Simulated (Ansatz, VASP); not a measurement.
# CaO (Lime) in two plane-wave programs

One calculation is typed for both programs; each brings its own data sets and cutoff. How far apart do they land? Other levels of theory on this material are compared in a session of their own.

Method: plane waves, with VASP 6.6.1 beside it; band structure at r2SCAN, in Ansatz 0.2.0.

## Step 1: The structure

It takes space group Fm-3m (No. 225, cubic). The conventional cell has a = 4.813 Å, b = 4.813 Å, c = 4.813 Å, α = 90.00°, β = 90.00°, γ = 90.00°. Nearest to Ca lie 6 O at 2.41 Å. Nearest to O lie 6 Ca at 2.41 Å. Farther neighbours and most contacts between anions are not listed.

## Step 2: VASP: band structure, r2SCAN

The same path points are solved in both programs, so levels can be compared one by one.

Lines of VASP's logs that name or quote its potential files are left out, and so is its time.

Contents of INCAR:

```
SYSTEM = CaO
PREC = Accurate
ENCUT = 520
EDIFF = 1E-06
NELM = 100
ISMEAR = 0
SIGMA = 0.02
LREAL = .FALSE.
ALGO = Normal
METAGGA = R2SCAN
LASPH = .TRUE.
NBANDS = 20
LORBIT = 11
LWAVE = .FALSE.
LCHARG = .FALSE.
KPAR = 4
```

Contents of POSCAR:

```
CaO
1.0
    0.0000000000      2.4065000000      2.4065000000
    2.4065000000      0.0000000000      2.4065000000
    2.4065000000      2.4065000000      0.0000000000
Ca O
1 1
Direct
    0.0000000000      0.0000000000      0.0000000000
    0.5000000000      0.5000000000      0.5000000000
```

Contents of KPOINTS:

```
Automatic mesh
0
Gamma
5 5 5
0 0 0
```

Contents of KPOINTS_OPT:

```
Line mode
16
Line-mode
Reciprocal
  0.00000000   0.00000000   0.00000000 GAMMA
  0.50000000   0.00000000   0.50000000 X

  0.50000000   0.00000000   0.50000000 X
  0.50000000   0.25000000   0.75000000 W

  0.50000000   0.25000000   0.75000000 W
  0.37500000   0.37500000   0.75000000 K

  0.37500000   0.37500000   0.75000000 K
  0.00000000   0.00000000   0.00000000 GAMMA

  0.00000000   0.00000000   0.00000000 GAMMA
  0.50000000   0.50000000   0.50000000 L

  0.50000000   0.50000000   0.50000000 L
  0.62500000   0.25000000   0.62500000 U

  0.62500000   0.25000000   0.62500000 U
  0.50000000   0.25000000   0.75000000 W

  0.50000000   0.25000000   0.75000000 W
  0.50000000   0.50000000   0.50000000 L

  0.50000000   0.50000000   0.50000000 L
  0.37500000   0.37500000   0.75000000 K

  0.62500000   0.25000000   0.62500000 U
  0.50000000   0.00000000   0.50000000 X
```

The projector-augmented-wave data sets are Ca_sv and O (PBE family, release 64).

Command:

```
mpirun -np 4 vasp_std
```

Numbers of over 12 decimals in the logs are rounded to 6 here.

The log of the run:

```text
[banner, memory and clock lines left out]
running    4 mpi-ranks, on    1 nodes
 distrk:  each k-point on    1 cores,    4 groups
 distr:  one band on    1 cores,    1 groups

 POSCAR found type information on POSCAR CaO
 POSCAR found :  2 types and       2 ions
|                                                                             |
|               ----> ADVICE to this user running VASP <----                  |
|                                                                             |
|     You enforced a specific xc type in the INCAR file but a different       |
|     [... a line on the potential file left out ...]
|     I HOPE YOU KNOW WHAT YOU ARE DOING!                                     |
|                                                                             |

 LDA part: xc-table for (None), standard interpolation
 POSCAR, INCAR and KPOINTS ok, starting setup
 FFT: planning ... GRIDC
 FFT: planning ... GRID_SOFT
 FFT: planning ... GRID
 WAVECAR not read
 entering main loop
       N       E                     dE             d eps       ncg     rms          rms(c)
DAV:   1     0.119811465998E+03    0.11981E+03   -0.79019E+03   408   0.832E+02
DAV:   2    -0.196603259771E+02   -0.13947E+03   -0.12830E+03   448   0.251E+02
DAV:   3    -0.251609753080E+02   -0.55006E+01   -0.54343E+01   548   0.489E+01
DAV:   4    -0.252718433488E+02   -0.11087E+00   -0.11076E+00   476   0.598E+00
DAV:   5    -0.252736906103E+02   -0.18473E-02   -0.18472E-02   496   0.714E-01    0.768E+00
DAV:   6    -0.193294902353E+02    0.59442E+01   -0.20728E+00   528   0.173E+01    0.265E+00
DAV:   7    -0.194505970935E+02   -0.12111E+00   -0.33281E-01   440   0.358E+00    0.187E+00
DAV:   8    -0.194725864221E+02   -0.21989E-01   -0.95729E-02   416   0.293E+00    0.107E+00
DAV:   9    -0.194538775958E+02    0.18709E-01   -0.28464E-02   452   0.172E+00    0.143E-01
DAV:  10    -0.194535954982E+02    0.28210E-03   -0.28591E-03   448   0.417E-01    0.836E-02
DAV:  11    -0.194536706274E+02   -0.75129E-04   -0.28954E-04   468   0.139E-01    0.288E-02
DAV:  12    -0.194536486482E+02    0.21979E-04   -0.30080E-05   524   0.489E-02    0.641E-03
DAV:  13    -0.194536489503E+02   -0.30217E-06   -0.51573E-06   488   0.162E-02
   1 F= -.19453649E+02 E0= -.19453649E+02  d E =-.758238E-46
 Start KPOINTS_OPT (optional k-point list driver)
k-point batch [1-10\160]
       N       E                     dE             ncg
DAV:   1    -0.475814778043E+03   -0.19524E+04      408
DAV:   2    -0.190827623498E+04   -0.14325E+04      420
DAV:   3    -0.195554774314E+04   -0.47272E+02      508
DAV:   4    -0.195664978130E+04   -0.11020E+01      556
DAV:   5    -0.195666037022E+04   -0.10589E-01      476
DAV:   6    -0.195666069595E+04   -0.32573E-03      520
DAV:   7    -0.195666070871E+04   -0.12759E-04      396
DAV:   8    -0.195666070910E+04   -0.38636E-06      344
[...]
k-point batch [151-160\160]
       N       E                     dE             ncg
DAV:   1    -0.552700032583E+03   -0.78021E+04      400
DAV:   2    -0.194226042109E+04   -0.13896E+04      444
DAV:   3    -0.198741371101E+04   -0.45153E+02      528
DAV:   4    -0.198826256238E+04   -0.84885E+00      464
DAV:   5    -0.198827545884E+04   -0.12896E-01      520
DAV:   6    -0.198827571797E+04   -0.25913E-03      456
DAV:   7    -0.198827572387E+04   -0.58997E-05      528
DAV:   8    -0.198827572398E+04   -0.10926E-06      304
```

Parts of OUTCAR (step 2):

```text
ion  position               nearest neighbor table
   1  0.000  0.000  0.000-   2 2.41   2 2.41   2 2.41   2 2.41   2 2.41   2 2.41
   2  0.500  0.500  0.500-   1 2.41   1 2.41   1 2.41   1 2.41   1 2.41   1 2.41

  LATTYP: Found a face centered cubic cell.
 ALAT       =     4.8130000000

 Subroutine GETGRP returns: Found 48 space group operations
 (whereof 48 operations were pure point group operations)

The static configuration has the point symmetry O_h .

 Found     10 irreducible k-points:

   k-points           NKPTS =     10   k-points in BZ     NKDIM =     10   number of bands    NBANDS=     20

   dimension x,y,z NGX =    28 NGY =   28 NGZ =   28
   dimension x,y,z NGXF=    56 NGYF=   56 NGZF=   56

   ENCUT  =  520.0 eV  38.22 Ry    6.18 a.u.   6.33  6.33  6.33*2*pi/ulx,y,z

   NELECT =      16.0000    total number of electrons

 k-points in reciprocal lattice and weights: Automatic mesh
   0.00000000  0.00000000  0.00000000       0.008
   0.20000000  0.00000000  0.00000000       0.064
   0.40000000  0.00000000  0.00000000       0.064
   0.20000000  0.20000000  0.00000000       0.048
   0.40000000  0.20000000  0.00000000       0.192
  -0.40000000  0.20000000  0.00000000       0.192
  -0.20000000  0.20000000  0.00000000       0.096
   0.40000000  0.40000000  0.00000000       0.048
  -0.40000000  0.40000000  0.00000000       0.096
  -0.40000000  0.40000000  0.20000000       0.192

 average (electrostatic) potential at core
       1 -47.9180       2 -73.8473

 E-fermi :   2.1920

 k-point     1 :       0.0000    0.0000    0.0000
  band No.  band energies     occupation
    ...
      4     -16.9765      2.00000
      5     -14.4716      2.00000
      6       1.9940      2.00000
      7       1.9940      2.00000
      8       1.9940      2.00000
      9       7.3857      0.00000
     10       8.8344      0.00000
     11       8.8344      0.00000
     12       8.8344      0.00000
     13      10.4229      0.00000
    ...

 k-point     2 :       0.2000    0.0000    0.0000
  band No.  band energies     occupation
    ...
      4     -16.9939      2.00000
      5     -13.9454      2.00000
      6       0.8964      2.00000
      7       1.5301      2.00000
      8       1.5301      2.00000
      9       8.7343      0.00000
     10       8.9760      0.00000
     11       9.4911      0.00000
     12       9.4911      0.00000
     13      11.2947      0.00000
    ...

 k-point     3 :       0.4000    0.0000    0.0000
  band No.  band energies     occupation
    ...
      4     -17.0218      2.00000
      5     -13.3072      2.00000
      6      -0.4090      2.00000
      7       0.9013      2.00000
      8       0.9013      2.00000
      9       9.4244      0.00000
     10      10.7628      0.00000
     11      10.7629      0.00000
     12      10.9316      0.00000
     13      12.8272      0.00000
    ...

  Total       -0.0570930     -0.0570930     -0.0570930     -0.0000000      0.0000000      0.0000000
  in kB       -3.2817543     -3.2817543     -3.2817543     -0.0000000      0.0000000      0.0000000
  external PRESSURE =      -3.2817543 kB  Pullay stress =       0.0000000 kB

  energy-cutoff  :      520.00
  volume of cell :       27.87
      direct lattice vectors                 reciprocal lattice vectors
     0.000000000  2.406500000  2.406500000    -0.207770621  0.207770621  0.207770621
     2.406500000  0.000000000  2.406500000     0.207770621 -0.207770621  0.207770621
     2.406500000  2.406500000  0.000000000     0.207770621  0.207770621 -0.207770621

 POSITION                                       TOTAL-FORCE (eV/Angst)
 -----------------------------------------------------------------------------------
      0.00000      0.00000      0.00000        -0.000000     -0.000000     -0.000000
      2.40650      2.40650      2.40650         0.000000      0.000000      0.000000
 -----------------------------------------------------------------------------------
    total drift:                                0.000000      0.000000      0.000000

  FREE ENERGIE OF THE ION-ELECTRON SYSTEM (eV)
  ---------------------------------------------------
  free  energy   TOTEN  =       -19.4536489503 eV

  energy  without entropy=      -19.4536489503  energy(sigma->0) =      -19.45364895

 total charge
# of ion       s       p       d       tot
------------------------------------------
    1        2.036   5.882   0.278   8.197
    2        1.553   3.479   0.000   5.032
--------------------------------------------------
tot          3.589   9.361   0.278  13.228

[... 3 further parts left out ...]
```

The run ends at a pressure of -0.33 GPa.

## Step 3: Ansatz: band structure, r2SCAN

Ansatz runs on its default PAW (the set named soft_2) files.

The same cell, functional, mesh and smearing now go to Ansatz, which takes its cutoff from its data sets.

Contents of input.yaml:

```yaml
crystal:
  lattice:
    - [0.0, 2.4065, 2.4065]
    - [2.4065, 0.0, 2.4065]
    - [2.4065, 2.4065, 0.0]
  atoms:
    - { symbol: Ca, position: [0.0, 0.0, 0.0] }
    - { symbol: O, position: [0.5, 0.5, 0.5] }
hamiltonian:
  xc: r2scan
  pseudopotentials: { kind: paw }
kpoints:
  mp_grid: { grid: [5, 5, 5] }
  band_path:
    path:
      - [0.0, 0.0, 0.0]
      - [0.16667, 0.0, 0.16667]
      - [0.33333, 0.0, 0.33333]
      - [0.5, 0.0, 0.5]
      - [0.5, 0.08333, 0.58333]
      - [0.5, 0.18333, 0.68333]
      - [0.5, 0.25, 0.75]
      - [0.45, 0.3, 0.75]
      - [0.40833, 0.34167, 0.75]
      - [0.35, 0.35, 0.7]
      - [0.225, 0.225, 0.45]
      - [0.075, 0.075, 0.15]
      - [0.03333, 0.03333, 0.03333]
      - [0.23333, 0.23333, 0.23333]
      - [0.4, 0.4, 0.4]
      - [0.51667, 0.46667, 0.51667]
      - [0.55833, 0.38333, 0.55833]
      - [0.60833, 0.28333, 0.60833]
      - [0.60833, 0.25, 0.64167]
      - [0.55833, 0.25, 0.69167]
      - [0.51667, 0.25, 0.73333]
      - [0.5, 0.3, 0.7]
      - [0.5, 0.38333, 0.61667]
      - [0.5, 0.48333, 0.51667]
      - [0.475, 0.475, 0.55]
      - [0.425, 0.425, 0.65]
      - [0.38333, 0.38333, 0.73333]
      - [0.59167, 0.18333, 0.59167]
      - [0.55, 0.1, 0.55]
      - [0.5, 0.0, 0.5]
    npoints: 1
scf:
  occupations: { method: gaussian, width: 0.02 }
  n_extra_bands: 7
output:
  forces: true
  stress: true
  eigenvalues: true
```

Command:

```
ansatz run input.yaml --threads 2 --pin off --max-ram 4608MiB --backend cpu --events-out ev --progress --plain --runs-dir out
```

The log of the run:

```text
scf.n_extra_bands = 7 over 8 filled bands (N_el = 16.0): the run solves 15 bands
Engine: ansatz 0.2.0, aarch64-unknown-linux-gnu
Pseudopotentials: kind: paw
Pseudopotential: Ca, paw, valence charge 10, recommended cutoff 500 eV (meta_gga), Ca.paw.azcp
Pseudopotential: O, paw, valence charge 6, recommended cutoff 500 eV (meta_gga), O.paw.azcp
Functional definition: r2SCAN
  parameter k0 = 0.174
  parameter k1 = 0.065
  parameter a1 = 4.9479
  exchange = r2scan_x(k0 = k0, k1 = k1, a1 = a1)
  correlation = r2scan_c
Crystal: 2 atoms, lattice volume = 27.873 Å³
Basis set: ecut = 500 eV, 725 PW (Γ), exchange–correlation on 100×100×100 points (64 copies of the dense FFT grid, shifted against one another)
Bands: 15, of which v1, the nominal top of the filled ones, is band 8 counted from 1 (7 counted from 0)
Symmetry: 48 space group operations
Space group: Fm-3m (ITA 225), of the structure as read, at distance tolerance 3.0e-5 Å
k-points: 10 of 125
Non-local potential: Ca, projectors of the file, l = 0: 3, l = 1: 2, l = 2: 2
Non-local potential: O, projectors of the file, l = 0: 2, l = 1: 2, l = 2: 1
PAW form: soft (Blöchl's): semilocal exchange-correlation on the pseudo side does not see the compensation charge
PAW frozen core: Ca, regenerated for the run's functional (the file was generated under x = pbe(κ = 0.804, μ = 0.219515), c = pbe(β = 0.066725))
PAW frozen core: O, regenerated for the run's functional (the file was generated under x = pbe(κ = 0.804, μ = 0.219515), c = pbe(β = 0.066725))
PAW one-centre angular grid: Ca, 302 points (default); XC on 160 Gauss nodes
PAW one-centre angular grid: O, 302 points (default); XC on 160 Gauss nodes
Initial density: superposition of atomic densities (neutral atoms: chi_scale 0, normalization atom), corrected by the library's trained network
Initial wavefunctions: pseudopotential atomic-orbital guess
Functional: x = r2scan, c = r2scan; τ floored in thin density (d = 2e-4 eV/Å³)
SCF iter   1: F=—  HF=-2394.020145 eV  |F-HF|=—  |Δ(HF+E_count)|=         —  Δρ=1.10e-2  dr2=4.18e-2  dr2_τ=6.03e-2  ethr=1.77e-3  ⟨swp⟩=7.7  Hψ=1015  notcnv=0
preconditioner: auto → none  [insulator: Δε(μ)=4.652 eV  Ē_g=21.215 eV  σ=0.020 eV  W_gap=1.00  n_scr=8 (ndim 8)  ℏωp=26.3 eV  f_vac=0.000  D(μ)=0.00/eV (n_scr^D=0)  ε∞_Penn≈2.5]
SCF iter   2: F=—  HF=-2394.096691 eV  |F-HF|=—  |Δ(HF+E_count)|=   7.65e-2  Δρ=1.03e-2  dr2=1.77e-2  dr2_τ=4.05e-3  ethr=2.61e-4  ⟨swp⟩=2.3  Hψ=331  notcnv=0  defer=12
SCF iter   3: F=—  HF=-2394.092625 eV  |F-HF|=—  |Δ(HF+E_count)|=   4.07e-3  Δρ=2.54e-3  dr2=8.80e-4  dr2_τ=8.83e-5  ethr=1.11e-4  ⟨swp⟩=2.0  Hψ=225  notcnv=0  defer=12
SCF iter   4: F=—  HF=-2394.092504 eV  |F-HF|=—  |Δ(HF+E_count)|=   1.21e-4  Δρ=4.83e-4  dr2=1.95e-5  dr2_τ=7.70e-6  ethr=5.50e-6  ⟨swp⟩=3.0  Hψ=247  notcnv=0  defer=12
SCF iter   5: F=—  HF=-2394.092507 eV  |F-HF|=—  |Δ(HF+E_count)|=   3.15e-6  Δρ=6.87e-5  dr2=3.59e-7  dr2_τ=1.12e-7  ethr=1.22e-7  ⟨swp⟩=2.1  Hψ=173  notcnv=0  defer=12
SCF iter   6: F=-2394.092508 eV  HF=-2394.092508 eV  |F-HF|=4.66e-9  |Δ(HF+E_count)|=   4.06e-7  Δρ=8.55e-6  dr2=7.43e-9  dr2_τ=2.19e-9  ethr=6.25e-10  ⟨swp⟩=8.1  Hψ=752  notcnv=0
SCF 1 converged in 6 iterations: F = -2394.092508 eV  dr2 = 7.43e-9
  greatest PAW one-centre occupation: 0.995 electrons in one spin orbital (limit 2), on the Ca atom at site 0 (counted from 0), in its partial waves of l = 0
NSCF: frozen V_eff on 30 k-points
SCF converged after 6 iterations
Free energy (F): -2394.092508 eV
Harris-Foulkes:  -2394.092508 eV  (|F-HF|=4.66e-9)
Internal energy: -2394.092508 eV  (E = F + TS)
E sigma→0 (E₀):  -2394.092508 eV
Fermi energy:    9.500410 eV
--- Per-component energies (eV) ---
  E_band       = -115.177997
  E_kinetic    = 456.801344
  E_local      = -893.194816  (includes V_loc(G=0)·N_el)
  E_nonlocal   = 110.388988
  E_hartree    = 296.406571
  E_xc         = -212.273413
  E_vxc        = -302.692415  (∫ρ·V_xc dr)
  E_paw        = -1023.589587  (= ΣΔE_a)
  E_vpaw       = -97.947592  (= ΣTr[D̂ρ^β])
  E_aug_tail   = 0.000909  (compensation charges beyond the density's cutoff)
  E_vtau       = 18.652215  (kinetic-family band-sum trace: ∫τ·v_τ [+ j·A + Jᵃ·Aᵃ] dr)
  E_ewald      = -1128.379897
  E_core_change = -0.252606  (= ΣΔE_core)
  E_smearing   = -0.000000  (= −TS)
  E_closure    = 0.000000  (closes the sum)
  Σ components = -2394.092508   (vs F -2394.092508, Δ=0.00e0)
--- Forces (eV/Å), atoms counted from 1 ---
  atom   1  Ca    -0.00000000     0.00000000    -0.00000000
  atom   2  O      0.00000000    -0.00000000     0.00000000
  max |Σ_I F_I| component: 1.57e-29 eV/Å
--- Stress (GPa, compression-positive) ---
       -1.288106       0.000000       0.000000
       -0.000000      -1.288106       0.000000
       -0.000000      -0.000000      -1.288106
  P = ⅓ Tr σ = -1.2881 GPa (-12.881 kbar)
--- Band table (eV; the first three rows and the last of 10) ---
  k-point 0: bands = [... 4 lower, -9.1525, 7.3076, 7.3076, 7.3076, 12.7066, 14.1479, 14.1479, 14.1479, ... 3 higher]
  k-point 1: bands = [... 4 lower, -8.6325, 6.2127, 6.8484, 6.8484, 14.0493, 14.2944, 14.8004, 14.8004, ... 3 higher]
  k-point 2: bands = [... 4 lower, -8.0001, 4.9106, 6.2249, 6.2249, 14.7356, 16.0650, 16.0650, 16.2485, ... 3 higher]
  k-point 9: bands = [... 4 lower, -8.4389, 5.7281, 6.2784, 6.4247, 13.5350, 15.1718, 16.4921, 17.1638, ... 3 higher]
```

Wall time 2 s (2 threads of Arm Neoverse N1, shared host); peak memory 0.32 GiB; 3.3 s of CPU time.

In the SCF lines HF is the Harris–Foulkes energy and dr2 the Hartree energy of the density residual, in eV; the loop may stop once dr2 is under the threshold and the program's other checks hold. Hψ counts applications of the Hamiltonian.

## Step 4: Comparison

Known differences besides the potentials themselves: VASP keeps PBE cores, Ansatz makes them for the functional; the cutoff is 500 eV in Ansatz and 520 eV in VASP. Total energies have different zeros and are not compared.

Both answers:

| quantity | Ansatz | VASP | difference |
| --- | --- | --- | --- |
| pressure (GPa) | -1.29 | -0.33 | -0.96 |
| pressure without Ansatz's Pulay correction (GPa) | -1.34 | -0.33 | -1.01 |
| gap over the path points (eV) | 4.200 | 4.188 | +0.012 |

Levels at points of the path, from each program's valence-band top (eV; 3 filled, then empty):

| k (reciprocal lattice) | Ansatz | VASP |
| --- | --- | --- |
| 0.000 0.000 0.000 | 0.00 0.00 0.00 5.40 6.84 6.84 | 0.00 0.00 0.00 5.39 6.84 6.84 |
| 0.167 0.000 0.167 | -1.18 -0.18 -0.18 5.97 6.54 7.81 | -1.18 -0.18 -0.18 5.97 6.53 7.82 |
| 0.333 0.000 0.333 | -1.68 -0.36 -0.36 4.71 8.07 9.30 | -1.68 -0.36 -0.36 4.70 8.06 9.28 |
| 0.500 0.000 0.500 | -1.30 -0.38 -0.38 4.20 8.75 9.63 | -1.30 -0.38 -0.38 4.19 8.73 9.61 |
| 0.500 0.083 0.583 | -1.28 -0.62 -0.52 4.59 8.88 9.54 | -1.28 -0.62 -0.51 4.58 8.87 9.55 |
| 0.500 0.183 0.683 | -1.18 -1.13 -0.85 5.84 8.03 9.06 | -1.18 -1.14 -0.85 5.84 8.04 9.04 |
| 0.500 0.250 0.750 | -1.27 -1.05 -1.05 6.91 6.91 9.09 | -1.28 -1.04 -1.04 6.92 6.92 9.07 |
| 0.450 0.300 0.750 | -1.29 -1.15 -0.90 6.18 7.76 9.14 | -1.29 -1.14 -0.90 6.18 7.77 9.12 |
| 0.408 0.342 0.750 | -1.31 -1.19 -0.80 5.81 8.40 9.23 | -1.31 -1.19 -0.81 5.80 8.41 9.21 |
| 0.350 0.350 0.700 | -1.56 -1.15 -0.89 6.23 8.27 9.34 | -1.56 -1.15 -0.89 6.23 8.28 9.32 |

Among the levels compared at these points, filled levels agree within 11 meV and empty ones within 22 meV. Ansatz's pressure holds a Pulay correction of 0.05 GPa; VASP's holds none.

## Step 5: Outcome

```yaml
difference_in_gap_over_the_path_points_band_structure_r2scan: 0.012 eV
difference_in_pressure_band_structure_r2scan: -0.96 GPa
```

The difference in pressure is -0.96 GPa (band structure, r2SCAN), at about the 1 GPa picked in this series as the mark of a large difference. 3 further runs of this series are not shown here. Such differences can come from data sets, numerical settings and the points named under the comparisons, not from the functional's error against experiment.

[Lines on the potential files, build, host, timing and source positions are cut from VASP's logs without a mark.]

[Logs are printed without paths, hosts, clocks, repeated set-up lines and the standing remarks that a program may print on its own settings, such as how far it seeks lower states.]

[Hosts, paths, dates, database ids (printed as entryN), source tags and the programs' standing remarks are cut or masked in the printed files.]
